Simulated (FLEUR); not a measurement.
Runs of FLEUR MaX-R8.1 (later development tree) on TiO2 (Anatase). It takes space group I4_1/amd (No. 141, tetragonal). Conventional cell: a = 3.784 Å, b = 3.784 Å, c = 9.515 Å, α = 90.00°, β = 90.00°, γ = 90.00°. Ti (site symmetry -4m2) is surrounded by 6 O at 1.93 to 1.98 Å. O (site symmetry 2mm) is surrounded by 3 Ti at 1.93 to 1.98 Å. 

| task | level | gmax | muffin-tin radii | lnonsphr | max iterations | mixer history | kmax | gap on the mesh (eV) | largest force (eV/Å) |
| --- | --- | --- | --- | --- | --- | --- | --- | --- | --- |
| band structure | LDA | 15.8 1/bohr | Ti 1.92, O 1.47 bohr | Ti 8, O 8 | 60 | 15 | 5.1 1/bohr | 2.02 | - |
| band structure | PBE | 15.8 1/bohr | Ti 1.92, O 1.47 bohr | - | 60 | 15 | 5.1 1/bohr | 2.13 | - |
| band structure | r2SCAN | 15.8 1/bohr | Ti 1.92, O 1.47 bohr | Ti 8, O 8 | 80 | 30 | 5.1 1/bohr | 2.48 | - |
| band structure | PBEsol | 15.8 1/bohr | Ti 1.92, O 1.47 bohr | Ti 8, O 8 | 60 | 15 | 5.1 1/bohr | 2.08 | - |
| single point | PBEsol | 16.2 1/bohr | Ti 1.88, O 1.44 bohr | Ti 8, O 8 | 60 | 15 | 5.21 1/bohr | 2.08 | (a) |
| single point | PBE | 16.2 1/bohr | Ti 1.88, O 1.44 bohr | Ti 8, O 8 | 60 | 15 | 5.21 1/bohr | 2.13 | 0.11 |
| single point | PBE | 15.1 1/bohr | Ti 1.88, O 1.44 bohr | - | 60 | 15 | 4.86 1/bohr | 2.12 | 0.11 |

Alike in all rows: potentials or basis all-electron, FLAPW; no spin polarisation; cell as given; k mesh 10 × 10 × 10; smearing fermi-dirac 0.05 eV.

Problem. Fill in the values left out.

Solution. (a) 0.01.

Caveats: the meta-GGA is that of a development version, with a GGA for the radial functions and cores and without core tails (some runs).

A k mesh can miss the band edges.

Not every run made on this cell is shown here.
